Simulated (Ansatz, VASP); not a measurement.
## BN: VASP beside Ansatz

Contents of INCAR:

```
ALGO = Normal ; EDIFF = 1E-6
ENCUT = 520 ; GGA = PE
ISIF = 2 ; ISMEAR = 0
LASPH = True ; LCHARG = True
LELF = True ; LREAL = False
LVHAR = True ; LWAVE = False
NBANDS = 11 ; NELM = 80
PREC = Accurate ; SIGMA = 0.05
```

KPOINTS

```
k-points
0
Gamma
  12 12 12
```

POSCAR

```
BN
1.0
    0.0000000000      1.8130010000      1.8130010000
    1.8130010000      0.0000000000      1.8130010000
    1.8130010000      1.8130010000      0.0000000000
B N
1 1
Direct
    0.0000000000      0.0000000000      0.0000000000
    0.7619418771      0.7460193743      0.7460193743
```

Input for Ansatz:

```yaml
crystal:
  lattice:
    - [0.0, 1.813001, 1.813001]
    - [1.813001, 0.0, 1.813001]
    - [1.813001, 1.813001, 0.0]
  atoms:
    - { symbol: B, position: [0.0, 0.0, 0.0] }
    - { symbol: "N", position: [0.7619418771, 0.7460193743, 0.7460193743] }
basis:
  ecutwfc: 420
kpoints:
  mp_grid: { grid: [12, 12, 12] }
hamiltonian:
  xc: pbe
scf:
  occupations: { method: gaussian, width: 0.05 }
output:
  forces: true
  stress: true
  eigenvalues: true
```

Change from the starting cell: all N atoms moved -0.025 Å, as atom 2 towards its neighbour atom 1 (B) at 1.570 Å.

Alike in both runs: task single point; functional PBE; k mesh 12 × 12 × 12; occupations gaussian, width 0.05 eV; no spin polarisation.

|  | VASP | Ansatz |
| --- | --- | --- |
| version | VASP 6.6.1 | Ansatz 0.2.0 |
| potentials or method | VASP PAW PBE potentials, release 64 (B, N) | scalar-relativistic, plane waves, PAW |
| plane-wave cutoff (eV) | 520 | 420 |
| valence electrons in the cell | 8 | 8 |

|  | VASP | Ansatz | Ansatz less VASP |
| --- | --- | --- | --- |
| gap on the k mesh at the Fermi level (eV) | 4.19 | 4.21 | +0.012 |
| least direct gap on the mesh (eV) | 8.33 | 8.34 | +0.009 |
| pressure (GPa) | 0.0 | -0.2 | -0.24 |
| largest component of the traceless stress (GPa) | 0.15 | 0.12 | -0.037 |
| rms of the force components (eV/Å) | 0.323 | 0.321 | -0.0019 |

Atom by atom the forces differ by 0.002 eV/Å (rms over components).

A k mesh can miss the band edges.
